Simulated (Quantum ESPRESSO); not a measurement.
## Ru in Quantum ESPRESSO: the effect of target pressure

Ru:

```
Ru
1.0
     2.70580    0.00000    0.00000
    -1.35290    2.34329    0.00000
     0.00000    0.00000    4.28190
Ru
2
Direct
  0.66667 0.33333 0.75000
  0.33333 0.66667 0.25000
```

Alike in all runs:

```yaml
Program: Quantum ESPRESSO 7.5
Task: phonons
Functional: PBEsol
Potentials_or_basis: PseudoDojo 0.4.1 SR PBEsol standard
Cutoff: 1143 eV
Density_cutoff: 4572 eV
k_mesh: 9 × 9 × 5
Occupations: cold, width 0.2 eV
Spin: no spin polarisation
```

Each run relaxes the cell or the atoms first.

```tsv
target pressure	relaxed volume (Å³/atom)	highest phonon frequency (cm⁻¹)
0 GPa	13.34	272
5 GPa	13.15	282
10 GPa	?	?
20 GPa	12.68	309
```

Task: What does the run with target pressure 10 GPa give?

Result: Relaxed volume 12.98 Å³/atom; highest phonon frequency 291 cm⁻¹.

Worked out: A straight line through the other rows of the relaxed volume, of slope -0.0326 Å³/atom per GPa, gives 13.00 Å³/atom, against the run's 12.98. A straight line through the other rows of the highest phonon frequency, of slope 1.84 cm⁻¹ per GPa, gives 291 cm⁻¹, against the run's 291.

Caveats: the mesh is thin for the phonons of a metal; the cell is more than 3 GPa from zero pressure, which shifts response properties (some runs).
